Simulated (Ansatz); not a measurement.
# CaS (Oldhamite): optical spectrum from first principles

What colour and refractive index does CaS (Oldhamite) have at this level of theory? The cell comes from an older database entry, whose edges can differ from later determinations, mostly by under a per cent.

Method: DFT, PBE, plane-wave PAW, default files, scalar-relativistic, independent-particle optical response without local fields, in Ansatz 0.2.0.

This is a report of a sequence of runs, with most program output left out.

The database entry behind the starting cell differs from later determinations by our own check (0.1 to 0.3 % short, probably kX units), so it need not match the best structure at ambient conditions.

## 1. Set-up

The structure is cubic, space group Fm-3m (No. 225). Conventional cell: a = 5.686 Å, b = 5.686 Å, c = 5.686 Å, α = 90.00°, β = 90.00°, γ = 90.00°. Ca has 6 S at 2.84 Å nearest. Nearest to S lie 6 Ca at 2.84 Å. Farther neighbours and most contacts between anions are not listed.

As a file:

```cif
data_structure
_symmetry_space_group_name_H-M 'Fm-3m'
_symmetry_Int_Tables_number 225
_cell_length_a 5.6860
_cell_length_b 5.6860
_cell_length_c 5.6860
_cell_angle_alpha 90.000
_cell_angle_beta 90.000
_cell_angle_gamma 90.000
_cell_volume 183.83
loop_
_atom_site_label
_atom_site_type_symbol
_atom_site_symmetry_multiplicity
_atom_site_Wyckoff_symbol
_atom_site_fract_x
_atom_site_fract_y
_atom_site_fract_z
_atom_site_occupancy
Ca1 Ca 4 a 0.00000 0.00000 0.00000 1
S1 S 4 b 0.50000 0.00000 0.00000 1
```

## 2. Ground state and bands

First the ground state: is it a metal or has it a gap?

This step: DFT, PBE, plane-wave PAW, default files, scalar-relativistic, ground state (Ansatz 0.2.0).

Contents of input.yaml:

```yaml
crystal:
  lattice:
    - [0.0, 2.843, 2.843]
    - [2.843, 0.0, 2.843]
    - [2.843, 2.843, 0.0]
  atoms:
    - { symbol: Ca, position: [0.0, 0.0, 0.0] }
    - { symbol: S, position: [0.5, 0.5, 0.5] }
kpoints:
  mp_grid: { grid: [7, 7, 7] }
  band_path:
    path:
      - [[0.0, 0.0, 0.0], [0.5, 0.0, 0.5], [0.5, 0.25, 0.75], [0.375, 0.375, 0.75], [0.0, 0.0, 0.0], [0.5, 0.5, 0.5], [0.625, 0.25, 0.625], [0.5, 0.25, 0.75], [0.5, 0.5, 0.5], [0.375, 0.375, 0.75]]
      - [[0.625, 0.25, 0.625], [0.5, 0.0, 0.5]]
    npoints: 7
scf:
  occupations: { method: fermi_dirac, width: 0.05 }
  n_extra_bands: 6
hamiltonian:
  xc: pbe
  pseudopotentials: { kind: paw }
output:
  forces: true
  stress: true
  populations: true
  write_bands: true
  write_density: true
  write_potential: true
  elf: true
  volumetric_format: npy
```

Started as:

```
> ansatz run input.yaml --threads 2 --pin off --max-ram 5120MiB --backend cpu --events-out ev --progress --plain --runs-dir out
```

It took 1.5 s on 2 threads of Arm Neoverse V2, shared host; peak memory 0.28 GiB.

Numbers from this step:

| Property | Result |
| --- | --- |
| free energy | -2723.2604 eV |
| Fermi energy | 7.211 eV |
| gap by band count | 2.418 eV |
| electrons | 16 |
| symmetry operations | 48 |
| pressure | 0.7969 GPa |
| gap on the k-mesh | 2.418 eV |
| volume | 45.96 Å³ |
| gap on the path | 2.351 eV |
| least direct gap on the path | 3.161 eV |

There is a gap, 2.35 eV on the path, so no carriers' term is needed. The cell is left with a pressure of 0.8 GPa, as it stands unrelaxed at this level.

The electronic bands at the labelled points (eV, zero at the Fermi level; v1 is the highest filled band, c1 the lowest empty one):

```
          point      v4     v3     v2     v1    c1    c2    c3    c4
              Γ  -12.53  -1.19  -1.19  -1.19  2.97  2.97  2.97  2.99
0.57 of the way  -12.05  -3.33  -1.80  -1.80  1.73  4.05  4.22  5.02
              X  -11.90  -3.48  -2.00  -2.00  1.16  4.41  4.85  5.60
0.57 of the way  -11.83  -3.32  -2.48  -2.48  2.18  4.67  4.97  5.39
              W  -11.78  -2.98  -2.98  -2.75  3.64  3.64  4.81  5.25
0.57 of the way  -11.79  -3.19  -3.03  -2.38  2.75  4.61  5.03  5.32
              K  -11.80  -3.24  -3.07  -2.22  2.49  5.12  5.24  5.25
0.57 of the way  -12.13  -3.02  -1.96  -1.88  3.27  3.57  3.89  4.26
              Γ  -12.53  -1.19  -1.19  -1.19  2.97  2.97  2.97  2.99
0.57 of the way  -12.05  -3.33  -1.98  -1.98  3.19  3.99  3.99  5.33
              L  -11.71  -4.30  -2.35  -2.35  4.03  4.88  5.02  5.02
0.57 of the way  -11.75  -3.84  -2.73  -2.31  3.50  4.62  5.03  5.59
              U  -11.80  -3.24  -3.07  -2.22  2.49  5.12  5.24  5.25
0.57 of the way  -11.79  -3.15  -3.00  -2.49  2.93  4.38  4.93  5.29
              W  -11.78  -2.98  -2.98  -2.75  3.64  3.64  4.81  5.25
0.43 of the way  -11.76  -3.70  -2.76  -2.39  3.75  3.98  5.32  5.53
              L  -11.71  -4.30  -2.35  -2.35  4.03  4.88  5.02  5.02
0.43 of the way  -11.73  -4.03  -2.58  -2.33  3.77  4.60  5.00  5.57
              K  -11.80  -3.24  -3.07  -2.22  2.49  5.12  5.24  5.25
      jump to U  -11.80  -3.24  -3.07  -2.22  2.49  5.12  5.24  5.25
0.43 of the way  -11.86  -3.40  -2.48  -2.09  1.68  4.76  5.29  5.45
              X  -11.90  -3.48  -2.00  -2.00  1.16  4.41  4.85  5.60
```

Electrostatic potential energy in the ac plane of the conventional cell at fractional y = 0.000, with atoms of Ca and S within 0.2 Å of it. With pseudopotentials it is smooth inside the atoms' cores, unlike the true potential.

Ten even steps from '0' (-55 eV) to '9' (10 eV), each cell a mean:
```
0268985444799840
3589997546899864
7899999889999988
9999999999999999
9999999889999999
6899998667899987
4489985213799964
5469973001689844
4479984002689854
4689986435899975
8999998878999998
9999999999999999
8999999999999998
6789998768999986
1379996444899852
0168984454699730
```

ELF in the ac plane of the conventional cell at fractional y = 0.000, with atoms of Ca and S within 0.2 Å of it. It is the smooth field of the valence electrons, not physical close to the nuclei.

Ten even steps from '0' (0.05) to '9' (0.85), each cell a mean:
```
9961599427982399
9830499989971169
4200379999850013
2110134555310012
8763000111001578
9996103675103899
6897128999515997
0698249999715982
2798239999615994
8997116998304999
9985001342003799
5531001221101345
1100157887630001
7510389999961036
9951599768971289
9971598206982499
```

## 3. Spectrum

The spectrum is a sum over vertical transitions between filled and empty bands at the fixed density, so many empty bands are needed.

This step: DFT, PBE, plane-wave PAW, default files, scalar-relativistic, independent-particle optical response without local fields (Ansatz 0.2.0).

input.yaml, the sections that differ from step 2:

```yaml
kpoints:
  mp_grid: { grid: [7, 7, 7] }
scf:
  occupations: { method: fixed }
output:
  optics:
    e_range: [0, 20]
    de: 0.05
    sigma: 0.1
    nscf_kmesh: { grid: [9, 9, 9] }
    bands: auto
# crystal, hamiltonian: as in step 2
```

Elapsed: 11 s, on 2 threads; peak memory 0.61 GiB.

Read-outs, printed or worked out from the files:

| Quantity | Value |
| --- | --- |
| electronic dielectric constant ε∞, mean over x, y and z (by symmetry where fewer were run) | 5.460 |
| absorption onset, first axis (α over 10⁴ cm⁻¹, or the direct gap if that lies higher) | 3.189 eV |
| main peak of Im epsilon, first axis | 6.245 eV |
| centre of weight of the strongest loss peak in the window | 17.28 eV |
| photocurrent from vertical transitions in a film 500 nm thick on a perfect mirror (two passes), AM1.5G, no front reflection, all carriers collected | 1.089 mA/cm² |
| least direct gap on the mesh | 3.189 eV |
| bands summed | 41 |
| spectra valid up to | 36.88 eV |
| program's estimate of the k-sum error in Im epsilon | 0.3 % |
| electrons in the f-sum | 12.29 |

Im ε, any direction against photon energy; read off at these points:

photon energy (eV), Im ε, any direction and a bar:
```
     2.50       0.00 
     3.00       0.01 
     3.50       2.93 ###########
     4.00       4.35 ################
     4.50       5.64 ####################
     5.00       6.57 ########################
     5.50       6.99 #########################
     6.00       7.55 ###########################
     6.25       8.26 ##############################
     6.50       7.22 ##########################
     7.00       7.33 ###########################
     7.50       7.21 ##########################
     8.00       5.78 #####################
     8.50       3.62 #############
     9.00       3.38 ############
     9.50       1.79 ######
    10.00       1.33 #####
    10.50       1.67 ######
    11.00       1.55 ######
    11.35       2.45 #########
    11.50       2.29 ########
    12.00       2.44 #########
    12.50       1.55 ######
    13.00       0.95 ###
    13.50       0.96 ###
    14.00       0.87 ###
    14.50       0.85 ###
    15.00       0.45 ##
    15.50       0.61 ##
    16.00       0.45 ##
    16.50       0.39 #
    17.00       0.57 ##
    17.50       0.16 #
    18.00       0.15 #
    18.50       0.20 #
    19.00       0.13 
    19.50       0.12 
    20.00       0.11
```

Table of Re ε, any direction by photon energy:

```
photon energy (eV)  Re ε, any direction
               0.0                 5.46
               0.5                 5.50
               1.0                 5.60
               1.5                 5.81
               2.0                 6.14
               2.5                 6.72
               3.0                 8.07
               3.5                 9.01
               4.0                 8.38
               4.5                 6.96
               5.0                 6.15
               5.5                 4.90
               6.0                 4.01
               6.5                 1.57
               7.0                 1.08
               7.5               0.0935
               8.0                -2.35
               8.5                -1.96
               9.0                -1.92
               9.5                -1.71
              10.0               -0.276
              10.5               -0.102
              11.0                0.257
              11.5              -0.0128
              12.0               -0.551
              12.5                -1.07
              13.0               -0.515
              13.5               -0.312
              14.0               -0.219
              14.5               -0.388
              15.0              -0.0765
              15.5               0.0640
              16.0               0.0457
              16.5                0.310
              17.0              -0.0745
              17.5                0.216
              18.0                0.411
              18.5                0.509
              19.0                0.524
              19.5                0.640
              20.0                0.718
```

Refractive index n and extinction k against photon energy:

```
photon energy (eV)      n        k
                 0   2.34        0
                 1   2.37        0
                 2   2.48        0
                 3   2.84  0.00153
                 4   2.99    0.728
                 5   2.75     1.19
                 6   2.51     1.51
                 7   2.06     1.78
                 8   1.39     2.07
                 9  0.993     1.70
                10  0.737    0.905
                11  0.957    0.811
                12  0.987     1.23
                13  0.533    0.894
                14  0.581    0.746
                15  0.436    0.517
                16  0.500    0.453
                17  0.501    0.571
                18  0.652    0.118
                19  0.730   0.0912
                20  0.850   0.0620
```

The reflectivity at normal incidence, any direction has structure finer than the step of the table below, so its rows give means over 0.5 eV, whole bins alone (the curve runs from 0 to 20 eV). Peaks (eV: height): 9.65: 48.0, 12.70: 43.2, 14.65: 33.1, 17.10: 26.8.

Table of reflectivity at normal incidence, any direction by photon energy; means over each step:

```
photon energy (eV)  reflectivity at normal incidence, any direction (%)
               0.5                                                 16.2
               1.0                                                 16.5
               1.5                                                 17.1
               2.0                                                 18.1
               2.5                                                 19.7
               3.0                                                 23.3
               3.5                                                 26.6
               4.0                                                 27.4
               4.5                                                 27.8
               5.0                                                 28.9
               5.5                                                 29.6
               6.0                                                 31.5
               6.5                                                 33.0
               7.0                                                 33.9
               7.5                                                 36.4
               8.0                                                 43.2
               8.5                                                 41.9
               9.0                                                 43.1
               9.5                                                 47.4
              10.0                                                 27.4
              10.5                                                 20.4
              11.0                                                 15.9
              11.5                                                 21.2
              12.0                                                 28.5
              12.5                                                 39.2
              13.0                                                 33.7
              13.5                                                 26.3
              14.0                                                 23.8
              14.5                                                 28.6
              15.0                                                 24.7
              15.5                                                 16.2
              16.0                                                 17.6
              16.5                                                 9.35
              17.0                                                 19.7
              17.5                                                 13.7
              18.0                                                 5.06
              18.5                                                 3.22
              19.0                                                 2.77
              19.5                                                 1.37
```

The loss function −Im 1/ε at q → 0, any direction has structure finer than the step of the table below, so its rows give means over 0.5 eV, whole bins alone (the curve runs from 0 to 20 eV). Peaks (eV: height): 15.05: 2.20, 16.15: 2.35, 17.25: 4.05.

Loss function −Im 1/ε at q → 0, any direction against energy loss; means over each step:

```
energy loss (eV)  loss function −Im 1/ε at q → 0, any direction
             2.5                                              0
             3.0                                        0.00281
             3.5                                         0.0315
             4.0                                         0.0496
             4.5                                         0.0691
             5.0                                         0.0810
             5.5                                         0.0957
             6.0                                          0.104
             6.5                                          0.128
             7.0                                          0.137
             7.5                                          0.143
             8.0                                          0.152
             8.5                                          0.210
             9.0                                          0.227
             9.5                                          0.304
            10.0                                          0.639
            10.5                                          0.596
            11.0                                          0.569
            11.5                                          0.422
            12.0                                          0.400
            12.5                                          0.444
            13.0                                          0.781
            13.5                                          0.955
            14.0                                           1.07
            14.5                                           1.07
            15.0                                           1.93
            15.5                                           1.67
            16.0                                           2.13
            16.5                                           1.65
            17.0                                           2.12
            17.5                                           2.44
            18.0                                          0.831
            18.5                                          0.687
            19.0                                          0.503
            19.5                                          0.277
```

Optical constants at common wavelengths, from n + ik = √ε:

```
wavelength (nm)     n      k  R (%)        1/α
           1550  2.36  0.000   16.3  over 1 mm
            800  2.42  0.000   17.2  over 1 mm
            532  2.55  0.000   19.0  over 1 mm
            450  2.69  0.000   20.9  over 1 mm
            405  2.91  0.014   23.9     2.3 µm
            308  2.99  0.744   27.4      33 nm
            193  2.18  1.752   33.8     8.8 nm
```

Rows near the edge hang on the gap, which this functional as a rule makes too small, and phonon-assisted absorption is left out.

Through 1 µm of it, D65 light comes out colourless, dimmed by reflection (x = 0.318, y = 0.335; 68 % transmitted).

The f-sum over the summed bands holds 12.3 of the cell's 16 electrons outside the frozen cores, 8 of which lie in bands more than 12 eV below the Fermi level, whose transitions come at higher energies. Up to 20 eV the strength has a mean oscillator energy of 7.1 eV, close to the main peak.

## 4. Static response with local fields

Perturbation theory gives the static response with local fields and the functional's kernel, and it needs no empty bands.

This step: DFT, PBE, plane-wave PAW, default files, scalar-relativistic, static field response by perturbation theory with local fields (Ansatz 0.2.0).

input.yaml, the sections that differ from step 3:

```yaml
dielectric: {}
# crystal, kpoints, scf, hamiltonian: as in step 3
# output: removed
```

The job ended after 12 s (2 threads; peak memory 0.38 GiB).

Numbers from this step:

* electronic dielectric constant ε∞, mean over x, y and z (by symmetry where fewer were run): 5.016

ε∞ with local fields:

```
5.02 0.00 0.00
0.00 5.02 0.00
0.00 0.00 5.02
```

Diagonal elements. Born, by row:

```
atom  Z*xx (e)  Z*yy (e)  Z*zz (e)
 Ca1     2.362     2.362     2.362
  S2    -2.362    -2.362    -2.362
```

Mean Born charges are Ca +2.36 and S -2.36, against formal valences of +2 and -2. The largest lies a little above its ionic value.

## 5. What came out

| Quantity | Value |
| --- | --- |
| gap on the path | 2.35 eV |
| least direct gap on the path | 3.16 eV |
| electronic dielectric constant ε∞, mean over x, y and z (by symmetry where fewer were run) (independent particles) | 5.46 |
| absorption onset, first axis (α over 10⁴ cm⁻¹, or the direct gap if that lies higher) | 3.19 eV |
| main peak of Im epsilon, first axis | 6.25 eV |
| centre of weight of the strongest loss peak in the window, first axis | 17.3 eV |
| photocurrent from vertical transitions in a film 500 nm thick on a perfect mirror (two passes), AM1.5G, no front reflection, all carriers collected | 1.09 mA/cm² |
| electronic dielectric constant ε∞, mean over x, y and z (by symmetry where fewer were run) (static response with local fields) | 5.02 |

What this shows: At this level (PBE, independent particles) CaS has ε∞ = 5.46 (5.02 with local fields) and n = 2.36 at 1550 nm; absorption sets in near 3.2 eV, and Im ε peaks at 6.2 eV. The gap is indirect (2.35 eV), so absorption without phonons can begin only at the direct gap of 3.16 eV. Lines 0.1 eV wide carry a tail of absorption under the direct gap, past the threshold already at 3.10 eV. Absorption passes 10⁴ cm⁻¹ from the direct gap on, 3.19 eV, inside the visible range. The strongest loss structure up to 20 eV has its centre of weight at 17.3 eV; a free-electron gas of the 12.3 electrons in the f-sum would put its plasmon at 19.2 eV. The f-sum over the summed bands holds 12.3 of the cell's 16 electrons outside the frozen cores, 8 of which lie in bands more than 12 eV below the Fermi level, whose transitions come at higher energies. Up to 20 eV the strength has a mean oscillator energy of 7.1 eV, close to the main peak. Through 1 µm of it, D65 light comes out colourless, dimmed by reflection (x = 0.318, y = 0.335; 68 % transmitted). With local fields and the functional's kernel the static response is 5.02 against 5.46 for independent particles (-8 %). In the base spectrum excitons and phonon-assisted transitions are missing, and so are local fields; PBE gaps are as a rule too small, which pulls the onset down and ε∞ up. In the base run ε includes the program's bounded estimate of what the bands above those summed add.

[Logs are printed without paths, hosts, clocks, repeated set-up lines and the standing remarks that a program may print on its own settings, such as how far it seeks lower states.]

[Hosts, paths, dates, database ids (printed as entryN), source tags and the programs' standing remarks are cut or masked in the printed files.]
